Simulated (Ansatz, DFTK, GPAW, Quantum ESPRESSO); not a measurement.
One calculation of W, 7 ways

```xyz
1
Lattice="-1.5823 1.5823 1.5823 1.5823 -1.5823 1.5823 1.5823 1.5823 -1.5823" Properties=species:S:1:pos:R:3 pbc="T T T"
W     0.0000    0.0000    0.0000
```

Alike in all runs: task band structure; functional PBE; k mesh 12 × 12 × 12; occupations fermi-dirac, width 0.05 eV; no spin polarisation; no spin-orbit coupling. Pressure is positive in compression and, in plane waves, holds the error of the finite cutoff, which Ansatz's Pulay term estimates and takes out.

```json
{"program and potentials": "Ansatz, Ansatz PAW", "plane-wave cutoff (eV)": "420", "notes": "14 valence electrons an atom on average; Pulay term of +0.08 GPa included", "pressure (GPa)": "5.83"}
{"program and potentials": "GPAW, GPAW PAW data sets (gpaw-data 1.2.1)", "plane-wave cutoff (eV)": "600", "notes": "14 valence electrons an atom on average", "pressure (GPa)": "5.57"}
{"program and potentials": "Ansatz, PseudoDojo stringent (PBE files)", "plane-wave cutoff (eV)": "1007", "notes": "14 valence electrons an atom on average; Pulay term of +0.08 GPa included", "pressure (GPa)": "5.97"}
{"program and potentials": "Quantum ESPRESSO, PseudoDojo 0.4.1 SR PBE standard", "plane-wave cutoff (eV)": "1007", "notes": "14 valence electrons an atom on average", "pressure (GPa)": "5.92"}
{"program and potentials": "DFTK, SG15 1.2 (PBE)", "plane-wave cutoff (eV)": "952", "notes": "28 valence electrons an atom on average", "pressure (GPa)": "6.18"}
{"program and potentials": "Ansatz, Ansatz PAW (files of its older set among them)", "plane-wave cutoff (eV)": "880", "notes": "28 valence electrons an atom on average", "pressure (GPa)": "6.00"}
{"program and potentials": "Ansatz, all-electron LAPW, scalar-relativistic", "plane-wave cutoff (eV)": "-", "notes": "-", "pressure (GPa)": "5.90"}
```

The pressure spans 5.57 (GPAW, GPAW PAW data sets (gpaw-data 1.2.1)) to 6.18 GPa (DFTK, SG15 1.2 (PBE)), with all-electron results at 5.90.

Differences between rows come from potentials, basis sets and numerical settings, since the functional is the same but for its coding. Runs on potential files found faulty are left out.

All seven calculations put bcc tungsten under compression at this cell, so PBE favours a larger volume. The cell is close to the experimental one, and the result fits the functional's known tendency to overestimate the lattice constants of 5d metals slightly. Tungsten's nearly half-filled d band fills mainly bonding states and leaves the antibonding ones largely empty, which makes the metal very stiff. A pressure of several GPa therefore corresponds to only a small mismatch in lattice constant, and the spread between potentials to a smaller one still.

Both runs with 28 valence electrons, which include the 4f shell, give higher pressures than all four with 14. This doesn't show that freezing 4f lowers the pressure, because the all-electron value of 5.90 GPa falls within the range of the 14-electron runs. The offset more probably reflects how the individual potentials were constructed, as expected for a compact, filled 4f shell that takes little part in bonding. A single volume fixes neither the equilibrium lattice constant nor the bulk modulus.
